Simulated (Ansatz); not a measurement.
Ti:

```xyz
1
Lattice="-1.6410 1.6410 1.6410 1.6410 -1.6410 1.6410 1.6410 1.6410 -1.6410" Properties=species:S:1:pos:R:3 pbc="T T T"
Ti    0.0000    0.0000    0.0000
```

This isn't the form of Ti at room conditions, which is hcp.

| Item | Value |
| --- | --- |
| Program | Ansatz 0.2.0 |
| Task | relaxation of cell and atoms |
| Functional | revPBE |
| Dispersion | D4 |
| Potentials or basis | all-electron LAPW, scalar-relativistic |
| Basis error allowed | 0.001 eV/atom |
| k mesh | 11 × 11 × 11 |
| Occupations | fermi-dirac, width 0.05 eV |
| Spin | no spin polarisation |

At the start: volume 17.68 Å³/atom.

Problem. Where does the relaxation end?

Solution. Over 5 steps the energy falls by 5.0 meV/atom and the volume is 17.15 Å³/atom (-3.0 %); space group Im-3m (No. 229, to 0.05 Å).

Step by step:
| step | energy change (eV) | largest force (eV/Å) | volume (Å³) |
| --- | --- | --- | --- |
| 1 | 0.0000 | 0.0000 | 17.68 |
| 2 | -0.0014 | 0.0000 | 16.72 |
| 3 | -0.0050 | 0.0000 | 17.17 |
| 4 | -0.0050 | 0.0000 | 17.15 |
| 5 | -0.0050 | 0.0000 | 17.15 |

Final structure:
```yaml
crystal:
  lattice:
    - [-1.62459, 1.62459, 1.62459]
    - [1.62459, -1.62459, 1.62459]
    - [1.62459, 1.62459, -1.62459]
  atoms:
    - { symbol: Ti, position: [0.00000, 0.00000, 0.00000] }
```
